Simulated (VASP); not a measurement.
# BaTiO3 (P4mm) in VASP: a series of runs

Aim: see how the results for BaTiO3 move with the level of theory and the settings. Levels: PBE, revTPSS. Tasks: single point, relaxation of cell and atoms.

All numbers are computed with VASP 6.6.1; they aren't measurements. Logs are shortened: lines on timing, memory, paths and dates and some standing lists are left out, and cuts for length are marked.

## (1) The structure

It takes space group P4mm (No. 99, tetragonal). Conventional cell: a = 4.000 Å, b = 4.000 Å, c = 4.018 Å, α = 90.00°, β = 90.00°, γ = 90.00°. Ba (site symmetry 4mm) has 12 O at 2.79 to 2.88 Å as nearest neighbours. Ti (site symmetry 4mm) is surrounded by 6 O at 1.89 to 2.13 Å. Around O (site symmetry 2mm) lie 2 Ti at 2.00 Å. O (site symmetry 4mm) is surrounded by 2 Ti at 1.89 to 2.13 Å.

## (2) Single point, PBE

Contents of INCAR:

```
  ADDGRID = False
  ALGO = Normal
  EDIFF = 1E-7
  ENCUT = 520
  GGA = PE
  ISIF = 2
  ISMEAR = 0
  LASPH = True
  LCHARG = False
  LREAL = Auto
  LWAVE = False
  NELM = 100
  PREC = Accurate
  SIGMA = 0.05
```

Contents of KPOINTS:

```
k-points
0
Gamma
  7 7 7
```

Contents of POSCAR:

```
BaTiO3
1.0
    3.9998000000      0.0000000000      0.0000000000
    0.0000000000      3.9998000000      0.0000000000
    0.0000000000      0.0000000000      4.0180000000
Ba Ti O
1 1 3
Direct
    0.0000000000      0.0000000000      0.0000000000
    0.5000000000      0.5000000000      0.4900000000
    0.0000000000      0.5000000000      0.5170000000
    0.5000000000      0.0000000000      0.5170000000
    0.5000000000      0.5000000000      0.0190000000
```

Potentials or basis: VASP PAW PBE potentials, release 64 (Ba_sv, Ti_sv, O).

On the command line:

```sh
cat potpaw_PBE.64/Ba_sv/POTCAR potpaw_PBE.64/Ti_sv/POTCAR potpaw_PBE.64/O/POTCAR > POTCAR
mpirun -np 1 vasp_std > vasp.out
```

OUTCAR:

```text
EDIFF = 1E-7
   ENCUT = 520
   GGA = PE
   ISIF = 2
   ISMEAR = 0
   LASPH = True
   LREAL = Auto
   NELM = 100
   PREC = Accurate

 Found     40 irreducible k-points:

 Following reciprocal coordinates:
            Coordinates               Weight
  0.000000  0.000000  0.000000      1.000000
  0.142857  0.000000  0.000000      4.000000
  0.285714  0.000000  0.000000      4.000000
  0.428571  0.000000  0.000000      4.000000
  0.142857  0.142857  0.000000      4.000000
  0.285714  0.142857  0.000000      8.000000
   k-points           NKPTS =     40   k-points in BZ     NKDIM =     40   number of bands    NBANDS=     24
   number of dos      NEDOS =    301   number of ions     NIONS =      5
   total plane-waves  NPLWV =  27000
   dimension x,y,z NGX =    30 NGY =   30 NGZ =   30
   dimension x,y,z NGXF=    60 NGYF=   60 NGZF=   60
   ions per type =               1   1   3
   NGX,Y,Z   is equivalent  to a cutoff of  12.47, 12.47, 12.41 a.u.
   NGXF,Y,Z  is equivalent  to a cutoff of  24.94, 24.94, 24.83 a.u.
 SYSTEM =  unknown system
   PREC   = accura    normal or accurate (medium, high low for compatibility)
   ISTART =      0    job   : 0-new  1-cont  2-samecut
   ICHARG =      2    charge: 1-file 2-atom 10-const
   ISPIN  =      1    spin polarized calculation?
   LNONCOLLINEAR =      F non collinear calculations
   LSORBIT =      F    spin-orbit coupling
   LASPH  =      T    aspherical Exc in radial PAW
   ENCUT  =  520.0 eV  38.22 Ry    6.18 a.u.   7.44  7.44  7.47*2*pi/ulx,y,z
   NELM   =    100;   NELMIN=  2; NELMDL= -5     # of ELM steps
   EDIFF  = 0.1E-06   stopping-criterion for ELM
   LREAL  =      T    real-space projection
   EDIFFG = 0.1E-05   stopping-criterion for IOM
   NSW    =      0    number of steps for IOM
   IBRION =     -1    ionic relax: 0-MD 1-quasi-New 2-CG
   NFREE  =      0    steps in history (QN), initial steepest desc. (CG)
   ISIF   =      2    stress and relaxation
   ISYM   =      2    0-nonsym 1-usesym 2-fastsym
   POTIM  = 0.5000    time-step for ionic-motion
   TEBEG  =    0.0;   TEEND  =   0.0 temperature during run
   PSTRESS=    0.0 pullay stress
   NELECT =      40.0000    total number of electrons
   NUPDOWN=      -1.0000    fix difference up-down
   EMIN   =  10.00;   EMAX   =-10.00  energy-range for DOS
   EFERMI =   0.00;   METHOD = LEGACY
   ISMEAR =     0;   SIGMA  =   0.05  broadening in eV -4-tet -1-fermi 0-gaus
   EFERMI_NEDOS =   21; number of points for ismear=-14 and -15
   IALGO  =     38    algorithm
   IMIX   =      4    mixing-type and parameters
     AMIX     =   0.40;   BMIX     =  1.00
     AMIX_MAG =   1.60;   BMIX_MAG =  1.00
  volume/ion in A,a.u.               =      12.86        86.76
  Fermi-wavevector in a.u.,A,eV,Ry     =   1.397653  2.641181 26.578078  1.953434
  Thomas-Fermi vector in A             =   2.520888
   LORBIT       =      0    0 simple, 1 ext, 2 COOP (PROOUT), +10 PAW based schemes
   GGA     = PE    functional components
   LHFCALC =     F    Hartree Fock is set to
   AEXX    =    0.0000 exact exchange contribution
   IVDW    =     0    specifies the selected vdW correction
   LEPSILON=     F    determine dielectric tensor
   LRPA    =     F    only Hartree local field effects (RPA)
 non-spin polarized calculation
 Gauss-broadening in eV      SIGMA  =   0.05
  energy-cutoff  :      520.00
  volume of cell :       64.28
 maximum number of plane-waves:      1755
 NGX is ok and might be reduce to    30
   NGX = 15   NGY = 15   NGZ = 15

 number of electron      39.9999977 magnetization

 Free energy of the ion-electron system (eV)
  ---------------------------------------------------
  ext. energy  EPLUGINS =         0.00000000
  ---------------------------------------------------
  free energy    TOTEN  =       -39.98411503 eV

  energy without entropy =      -39.98411503  energy(sigma->0) =      -39.98411503

 E-fermi :   4.0026     XC(G=0): -11.2422

 val. band max:        3.7520244395   @ k =   0.4286   0.4286   0.4286
 cond. band min:       5.6187908430   @ k =   0.0000   0.0000   0.0000
 fundamental gap:      1.8667664034
 Fermi energy:         4.0026229332

 k-point     1 :       0.0000    0.0000    0.0000
  band No.  band energies     occupation
      1     -52.7544      2.00000
      2     -28.9953      2.00000
      3     -28.9653      2.00000
      4     -28.9653      2.00000
      5     -21.0129      2.00000
      6     -13.0753      2.00000
[... 16 lines left out ...]
     23       5.8346      0.00000
     24       7.8109      0.00000

 k-point     2 :       0.1429    0.0000    0.0000
  band No.  band energies     occupation
      1     -52.7542      2.00000
      2     -28.9949      2.00000
      3     -28.9753      2.00000
      4     -28.9649      2.00000
      5     -20.9909      2.00000
      6     -13.0916      2.00000
[... 16 lines left out ...]
     23       6.0956      0.00000
     24       7.8809      0.00000

 k-point     3 :       0.2857    0.0000    0.0000
  band No.  band energies     occupation
      1     -52.7537      2.00000
      2     -28.9976      2.00000
      3     -28.9939      2.00000
      4     -28.9641      2.00000
      5     -20.9406      2.00000
      6     -13.1858      2.00000
[... 16 lines left out ...]
     23       6.7595      0.00000
     24       7.8814      0.00000

 k-point     4 :       0.4286    0.0000    0.0000
  band No.  band energies     occupation
      1     -52.7534      2.00000
      2     -29.0153      2.00000
      3     -28.9933      2.00000
      4     -28.9634      2.00000
      5     -20.8994      2.00000
      6     -13.2941      2.00000
[... 16 lines left out ...]
     23       7.2893      0.00000
     24       7.8734      0.00000

 k-point     5 :       0.1429    0.1429    0.0000
  band No.  band energies     occupation
      1     -52.7540      2.00000
      2     -28.9945      2.00000
      3     -28.9751      2.00000
      4     -28.9746      2.00000
      5     -20.9703      2.00000
      6     -13.0843      2.00000
[... 16 lines left out ...]
     23       6.2612      0.00000
     24       8.1531      0.00000

 k-point     6 :       0.2857    0.1429    0.0000
  band No.  band energies     occupation
      1     -52.7535      2.00000
      2     -28.9971      2.00000
      3     -28.9935      2.00000
      4     -28.9739      2.00000
      5     -20.9232      2.00000
      6     -13.1288      2.00000
[... 16 lines left out ...]
     23       6.8281      0.00000
     24       8.2156      0.00000

 [... further k-points ...]

------------------------ aborting loop because EDIFF is reached ----------------------------------------

  FORCE on cell =-STRESS in cart. coord.  units (eV):
  Direction    XX          YY          ZZ          XY          YZ          ZX
  --------------------------------------------------------------------------------------
  -------------------------------------------------------------------------------------
  Total        1.5386179      1.5386179      1.9284313      0.0000000     -0.0000000      0.0000000
  in kB       38.3490749     38.3490749     48.0649252      0.0000000     -0.0000000      0.0000000
  external PRESSURE =      41.5876916 kB  Pullay stress =       0.0000000 kB

 VOLUME and BASIS-vectors are now :
 -----------------------------------------------------------------------------
  energy-cutoff  :      520.00
  volume of cell :       64.28
      direct lattice vectors                 reciprocal lattice vectors
     3.999800000  0.000000000  0.000000000     0.250012501  0.000000000  0.000000000
     0.000000000  3.999800000  0.000000000     0.000000000  0.250012501  0.000000000
     0.000000000  0.000000000  4.018000000     0.000000000  0.000000000  0.248880040

 POSITION                                       TOTAL-FORCE (eV/Angst)
 -----------------------------------------------------------------------------------
      0.00000      0.00000      0.00000         0.000000     -0.000000      0.077882
      1.99990      1.99990      1.96882         0.000000      0.000000     -0.119743
      0.00000      1.99990      2.07731        -0.000000     -0.000000     -0.117084
      1.99990      0.00000      2.07731         0.000000     -0.000000     -0.117084
      1.99990      1.99990      0.07634         0.000000      0.000000      0.276029
 -----------------------------------------------------------------------------------
    total drift:                                0.000000      0.000000     -0.011791

  FREE ENERGIE OF THE ION-ELECTRON SYSTEM (eV)
  ---------------------------------------------------
  free  energy   TOTEN  =       -39.9841150324 eV

  energy  without entropy=      -39.9841150324  energy(sigma->0) =      -39.98411503
```

OSZICAR:

```text
N       E                     dE             d eps       ncg     rms          rms(c)
DAV:   1     0.463992993982E+03    0.46399E+03   -0.21562E+04  1920   0.180E+03
DAV:   2    -0.504968405172E+01   -0.46904E+03   -0.46163E+03  2400   0.493E+02
DAV:   3    -0.488795070938E+02   -0.43830E+02   -0.43499E+02  2784   0.147E+02
DAV:   4    -0.508197878613E+02   -0.19403E+01   -0.19393E+01  2728   0.278E+01
DAV:   5    -0.508940074469E+02   -0.74220E-01   -0.74217E-01  2696   0.385E+00    0.231E+01
DAV:   6    -0.400964717034E+02    0.10798E+02   -0.74953E+01  2992   0.779E+01    0.999E+00
DAV:   7    -0.401443199171E+02   -0.47848E-01   -0.12346E+01  2416   0.258E+01    0.652E+00
DAV:   8    -0.399682601597E+02    0.17606E+00   -0.91545E-01  2608   0.932E+00    0.296E+00
DAV:   9    -0.399981252651E+02   -0.29865E-01   -0.28533E-01  2568   0.421E+00    0.121E+00
DAV:  10    -0.399851004084E+02    0.13025E-01   -0.91075E-02  2480   0.322E+00    0.409E-01
DAV:  11    -0.399841312105E+02    0.96920E-03   -0.70614E-03  2800   0.660E-01    0.641E-02
DAV:  12    -0.399841358163E+02   -0.46058E-05   -0.29244E-04  2288   0.134E-01    0.353E-02
DAV:  13    -0.399841124709E+02    0.23345E-04   -0.23552E-04  2496   0.165E-01    0.102E-02
DAV:  14    -0.399841150151E+02   -0.25442E-05   -0.24418E-05  2816   0.372E-02    0.612E-03
DAV:  15    -0.399841153965E+02   -0.38142E-06   -0.29029E-06  2584   0.123E-02    0.655E-03
DAV:  16    -0.399841151227E+02    0.27381E-06   -0.29527E-06  2496   0.157E-02    0.311E-03
DAV:  17    -0.399841150567E+02    0.65970E-07   -0.11180E-06  2320   0.974E-03    0.942E-04
DAV:  18    -0.399841150324E+02    0.24302E-07   -0.89643E-08  1208   0.316E-03
   1 F= -.39984115E+02 E0= -.39984115E+02  d E =-.836985E-14
```

stdout:

```text
POSCAR found type information on POSCAR BaTiO
 POSCAR found :  3 types and       5 ions
 scaLAPACK will be used
 -----------------------------------------------------------------------------
|                                                                             |
|                                                                             |
|     You have a (more or less) 'small supercell' and for smaller cells       |
|     it is recommended to use the reciprocal-space projection scheme!        |
|     The real-space optimization is not efficient for small cells and it     |
|     is also less accurate ...                                               |
|     Therefore, set LREAL=.FALSE. in the INCAR file.                         |
|                                                                             |
 -----------------------------------------------------------------------------

 LDA part: xc-table for (Slater+PW92), standard interpolation
 POSCAR, INCAR and KPOINTS ok, starting setup
 FFT: planning ... GRIDC
 FFT: planning ... GRID_SOFT
 FFT: planning ... GRID
 WAVECAR not read
 entering main loop
```

Wall time 2.8 min (1 thread of Intel Xeon Platinum 8175M at 2.50GHz (Skylake/Cascade Lake), shared host); peak memory 0.18 GiB.

These settings aren't checked as converged: the numbers below hold their error.

What came out:

| Item | Value |
| --- | --- |
| Free energy | -39.9841 eV |
| Pressure | 4.2 GPa |
| Largest force | 0.276 eV/Å |
| Band gap on the k mesh | 1.87 eV, indirect (least direct gap 2.06 eV) |

Caveat: spin-orbit coupling is left out, which moves the levels of the heavy elements; an odd mesh through Γ misses points on the zone boundary, where band edges often lie.

## (3) Single point, PBE

Edit INCAR of step 2 so:

```diff
@@ -3,3 +3,3 @@
   EDIFF = 1E-7
-  ENCUT = 520
+  ENCUT = 460
   GGA = PE
@@ -9,3 +9,3 @@
   LCHARG = False
-  LREAL = Auto
+  LREAL = False
   LWAVE = False
```

Contents of KPOINTS:

```
k-points
0
Gamma
  8 8 8
```

POSCAR is that of step 2.

Potentials or basis: VASP PAW PBE potentials, release 64 (Ba_sv, Ti_sv, O).

On the command line:

```sh
cat potpaw_PBE.64/Ba_sv/POTCAR potpaw_PBE.64/Ti_sv/POTCAR potpaw_PBE.64/O/POTCAR > POTCAR
mpirun -np 1 vasp_std > vasp.out
```

Run time: 2.8 min. Hardware: 1 thread of Intel Xeon Platinum 8175M at 2.50GHz (Skylake/Cascade Lake), shared host; peak memory 0.23 GiB.

These settings aren't checked as converged: the numbers below hold their error.

What came out:

```
Free energy            : -39.9904 eV
Pressure               : 3.4 GPa
Largest force          : 0.273 eV/Å
Band gap on the k mesh : 1.77 eV, indirect (least direct gap 2.06 eV)
```

Caveat: the cutoff is under 1.25 times the usual one of these potentials, so pressure, stress and relaxed cells hold a basis-set (Pulay) error; spin-orbit coupling is left out, which moves the levels of the heavy elements.

## (4) Relaxation of cell and atoms, revTPSS

Contents of INCAR:

```
SYSTEM = BaTiO3
ALGO = Normal
EDIFF = 1E-7
EDIFFG = -0.01
ENCUT = 600
IBRION = 2
ISIF = 3
ISMEAR = 0
LASPH = .True.
LCHARG = .False.
LMIXTAU = .True.
LREAL = .False.
LWAVE = .False.
METAGGA = RTPSS
NELM = 100
NSW = 40
PREC = Accurate
SIGMA = 0.05
```

Contents of KPOINTS:

```
k-points
0
Gamma
  7 7 7
  0 0 0
```

POSCAR is that of step 3.

On the command line:

```sh
cat potpaw_PBE.64/Ba_sv/POTCAR potpaw_PBE.64/Ti_sv/POTCAR potpaw_PBE.64/O/POTCAR > POTCAR
mpirun -np 1 vasp_std > vasp.out
```

Wall time 17 min (1 thread of Intel Xeon Platinum 8488C (Sapphire Rapids), shared host); peak memory 0.25 GiB.

It converged, with:

| Quantity | Value |
| --- | --- |
| Free energy | -22.1245 eV |
| Relaxed volume | 13.02 Å³/atom |
| Relaxed cell | a = 4.009 Å, b = 4.009 Å, c = 4.050 Å, α = 90.00°, β = 90.00°, γ = 90.00° |
| Space group after relaxing (to 0.05 Å) | P4mm (No. 99) |
| Energy gained by relaxing | 1.6 meV/atom |
| Ionic steps | 8 |
| Pressure after relaxing | 0.0 GPa |
| Band gap on the k mesh | 1.93 eV, indirect (least direct gap 2.14 eV) |

The path:
| step | energy change (eV) | largest force (eV/Å) | pressure (GPa) | volume (Å³) |
| --- | --- | --- | --- | --- |
| 1 | 0.0000 | 0.1171 | 2.04 | 64.28 |
| 2 | -0.0019 | 0.1593 | -2.01 | 65.81 |
| 3 | -0.0061 | 0.1111 | -0.23 | 65.11 |
| 4 | -0.0074 | 0.0459 | -0.09 | 65.09 |
| 5 | -0.0078 | 0.0251 | 0.03 | 65.07 |
| 6 | -0.0078 | 0.0255 | 0.02 | 65.07 |
| 7 | -0.0078 | 0.0123 | 0.01 | 65.09 |
| 8 | -0.0078 | 0.0015 | -0.02 | 65.10 |

Final structure:
```
Ba Ti O
1.0
     4.00934    0.00000    0.00000
     0.00000    4.00934    0.00000
     0.00000    0.00000    4.05000
Ba Ti O
1 1 3
Direct
  0.00000 0.00000 0.00292
  0.50000 0.50000 0.49008
  0.00000 0.50000 0.51426
  0.50000 0.00000 0.51426
  0.50000 0.50000 0.02147
```

Levels at points of the mesh, in eV from the valence-band top:
```tsv
k point	band 16	band 17	band 18	band 19	band 20	band 21	band 22	band 23	band 24
(0.00, 0.00, 0.00)	-1.16	-1.07	-0.23	-0.21	-0.21	1.93	2.13	2.13	4.17
```

Caveat: the PAW data sets were made with another functional, which shifts forces and pressure a little; spin-orbit coupling is left out, which moves the levels of the heavy elements; an odd mesh through Γ misses points on the zone boundary, where band edges often lie. Zero-point motion and thermal expansion aren't in these numbers.
